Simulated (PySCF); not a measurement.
## propionic acid: 4 charge schemes on one density

Species: propionic acid, C3H6O2.
Structure used (GFN2-xTB), in Å, numbered top down from 1:
```
atom  x, y, z in Å
C1    -1.443    0.229    0.412
C2    -0.156   -0.574    0.293
C3     1.015    0.290   -0.098
O4     0.989    1.472   -0.305
O5     2.145   -0.431   -0.196
H6    -2.269   -0.419    0.691
H7    -1.334    1.006    1.164
H8    -1.675    0.709   -0.535
H9    -0.250   -1.361   -0.459
H10    0.095   -1.060    1.239
H11    2.888    0.140   -0.447
```

Density: PBE0/pcSseg-1 (PySCF); schemes: Mulliken, IAO, Hirshfeld and ESP-fitted. Geometry: GFN2-xTB, one conformer, isolated molecule.

Task: Tabulate the Mulliken, IAO, Hirshfeld and ESP-fitted charges.

Result: In e:

| atom | environment | Mulliken | IAO | Hirshfeld | ESP-fitted |
| --- | --- | --- | --- | --- | --- |
| C1 | methyl carbon | -0.259 | -0.418 | -0.118 | -0.379 |
| C2 | sp3 carbon next to a carbonyl | -0.308 | -0.310 | -0.071 | +0.054 |
| C3 | carboxylic acid carbon | +0.433 | +0.535 | +0.218 | +0.711 |
| O4 | acid carbonyl oxygen | -0.403 | -0.465 | -0.268 | -0.559 |
| O5 | acid hydroxyl oxygen | -0.372 | -0.489 | -0.180 | -0.675 |
| H6 | methyl hydrogen | +0.116 | +0.144 | +0.044 | +0.099 |
| H7 | methyl hydrogen | +0.124 | +0.151 | +0.042 | +0.106 |
| H8 | methyl hydrogen | +0.124 | +0.152 | +0.042 | +0.106 |
| H9 | methylene hydrogen | +0.152 | +0.164 | +0.053 | +0.040 |
| H10 | methylene hydrogen | +0.152 | +0.164 | +0.053 | +0.040 |
| H11 | acid proton | +0.239 | +0.370 | +0.185 | +0.457 |

Mean size of the charges over all atoms: IAO 0.306 e, ESP-fitted 0.293 e, Mulliken 0.244 e, Hirshfeld 0.116 e. Each set sums to the total charge, 0, to within 0.001 e. The IAO scheme counts the electrons in orthogonalised intrinsic atomic orbitals, a minimal basis polarised so that it spans the occupied orbitals exactly.

Lowest charge. The schemes don't all agree: Mulliken O4 (-0.403); IAO O5 (-0.489); Hirshfeld O4 (-0.268); ESP-fitted O5 (-0.675).

Highest charge. All schemes agree: Mulliken C3 (+0.433); IAO C3 (+0.535); Hirshfeld C3 (+0.218); ESP-fitted C3 (+0.711).

Task: Sum the charges by element.

Result: 
```csv
element,atoms,Mulliken,IAO,Hirshfeld,ESP-fitted
C,3,-0.134,-0.193,+0.029,+0.386
O,2,-0.775,-0.953,-0.448,-1.234
H,6,+0.909,+1.146,+0.419,+0.848
```

Task: How many electrons does the Mulliken scheme count on O5?

Result: Z − q = 8 − (-0.372) = 8.372.

These values come from a run that also computed NMR shieldings. The run took 6.9 s wall on x86-64 server, one thread, no GPU (shared host).
